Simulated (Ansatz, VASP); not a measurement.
**Two plane-wave programs on Al**

INCAR

```
ALGO = Normal
EDIFF = 1E-7
ENCUT = 520
ISIF = 2
ISMEAR = 0
LASPH = T
LCHARG = F
LREAL = F
LWAVE = F
NBANDS = 10
NELM = 80
PREC = Accurate
SIGMA = 0.05
```

File KPOINTS:

```
k-points
0
Gamma
  12 12 6
```

File POSCAR:

```
Al
1.0
    2.8310810726      0.0000000000      0.0000000000
   -1.4155410396      2.4517886555      0.0000000000
    0.0000000000      0.0000000000      4.8990817340
Al
2
Direct
    0.6666666667      0.3333333333      0.7500000000
    0.3333333333      0.6666666667      0.2500000000
```

Input for Ansatz:

```yaml
crystal:
  lattice:
    - [2.8310810726158877, 0.0, 0.0]
    - [-1.4155410396192987, 2.451788655521766, 0.0]
    - [0.0, 0.0, 4.899081734022636]
  atoms:
    - { symbol: Al, position: [0.6666666666666666, 0.3333333333333333, 0.75] }
    - { symbol: Al, position: [0.3333333333333333, 0.6666666666666666, 0.25] }
basis:
  ecutwfc: 462.593566181796
kpoints:
  mp_grid:
    grid: [12, 12, 6]
hamiltonian:
  xc: lda
scf:
  occupations:
    method: gaussian
    width: 0.05
output:
  stress: true
```

This isn't the form of Al at room conditions, which is fcc.

Alike in both runs: task single point; functional LDA; k mesh 12 × 12 × 6; occupations gaussian, width 0.05 eV; no spin polarisation.

```csv
,VASP,Ansatz
version,VASP 6.6.1,Ansatz 0.2.0
potentials or method,"VASP PAW LDA potentials, release 64 (Al)","plane waves, PAW"
plane-wave cutoff (eV),520,463
valence electrons in the cell,6,6
```

VASP gave:

| Property | Result |
| --- | --- |
| pressure (GPa) | -4.5 |
| largest component of the traceless stress (GPa) | 1.94 |

Problem. Estimate Ansatz's values.

Solution. Pressure (GPa): -4.6; largest component of the traceless stress (GPa): 1.93.
